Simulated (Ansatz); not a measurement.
# MoTe2 (Te2Mo-type): equation of state and elastic constants

How stiff is MoTe2 (Te2Mo-type)? Energies and pressures are computed at volumes on both sides of the relaxed cell and fitted, then the elastic tensor.

Computed with Ansatz 0.2.0 (DFT PBE, scalar-relativistic, plane waves, PAW, unless a step's input says otherwise).

3 further runs of the same task are left out: 1 for a known fault of the program, 2 that didn't finish.

## 1. The structure to begin with

It takes space group P6_3/mmc (No. 194, hexagonal). The conventional cell has a = 3.557 Å, b = 3.557 Å, c = 15.340 Å, α = 90.00°, β = 90.00°, γ = 120.00°. Te (site symmetry 3m) is surrounded by 3 Mo at 2.74 Å. Mo (site symmetry -6m2) has 6 Te at 2.74 Å as nearest neighbours.

Coordinates:

```xyz
6
Lattice="3.5566 0.0000 0.0000 -1.7783 3.0801 0.0000 0.0000 0.0000 15.3399" Properties=species:S:1:pos:R:3 pbc="T T T"
Te    0.0000    2.0534    9.6968
Te    1.7783    1.0267    2.0269
Te    0.0000    2.0534   13.3130
Te    1.7783    1.0267    5.6431
Mo    0.0000    2.0534    3.8350
Mo    1.7783    1.0267   11.5049
```

This cell comes from an earlier session at PBE: 28.007 Å³/atom at 0.00 GPa, on a 10×10×2 mesh.

Volume factors to run: 0.980, 1.020, 0.960, 1.040, 1.070, 1.100, 0.945.

## 2. Scaling the volume by 0.980

input.yaml

```yaml
crystal:
  lattice:
    - [3.532696121, 0.0, 0.0]
    - [-1.7663480605, 3.0594045846, 0.0]
    - [0.0, 0.0, 15.2369212806]
  atoms:
    - { symbol: Te, position: [0.3333333333, 0.6666666667, 0.6321297193] }
    - { symbol: Te, position: [0.6666666667, 0.3333333333, 0.1321297193] }
    - { symbol: Te, position: [0.3333333333, 0.6666666667, 0.8678702807] }
    - { symbol: Te, position: [0.6666666667, 0.3333333333, 0.3678702807] }
    - { symbol: Mo, position: [0.3333333333, 0.6666666667, 0.25], spin: 0.05 }
    - { symbol: Mo, position: [0.6666666667, 0.3333333333, 0.75], spin: 0.05 }
basis:
  ecutwfc: 420
  ecutrho_ratio: 4
kpoints:
  mp_grid: { grid: [10, 10, 2] }
hamiltonian:
  xc: pbe
scf:
  occupations: { method: gaussian, width: 0.05 }
output:
  forces: true
  stress: true
  eigenvalues: true
  populations: true
magnetization:
  spin_polarized: true
relax:
  f_tol: 0.01
  max_steps: 40
  cell: { stress_tol: 0.1, fix: [volume] }
```

Launch:

```
ansatz run input.yaml --threads 4 --pin off --max-ram 7168MiB --backend cpu --events-out ev --progress --plain --runs-dir out
```

After this run come: Scaling the volume by 1.020; At 0.960 of the relaxed volume; At 1.040 of the relaxed volume; Volume × 1.070; Scaling the volume by 1.100; Volume × 0.945; Elastic constants, atoms relaxed.

**Question.** What will these runs give? Wanted: fit; C11, C12, C44; K, G, E; Poisson's ratio.

**Answer**, as computed:

| quantity | value |
| --- | --- |
| fit | poor, no modulus quoted |
| C11, C12, C44 | 107, 26, 4 GPa |
| K, G, E (Hill) | 18, 14, 34 GPa |
| Poisson's ratio | 0.18 |

**Reading.** The points don't follow one smooth curve, or give an unlikely pressure derivative, as when the electronic state or the structure changes between volumes; no modulus is quoted. All eigenvalues of the tensor are positive, so the cell is mechanically stable. K/G = 1.24 lies under Pugh's 1.75, an empirical mark of brittle behaviour drawn from metals, and the universal anisotropy index of 20.06 is large. These are values at 0 K without zero-point motion. A run loses the moments it was seeded with; other starts can end magnetic. No dispersion term is included, so distances between weakly bound layers or units are the least certain numbers.
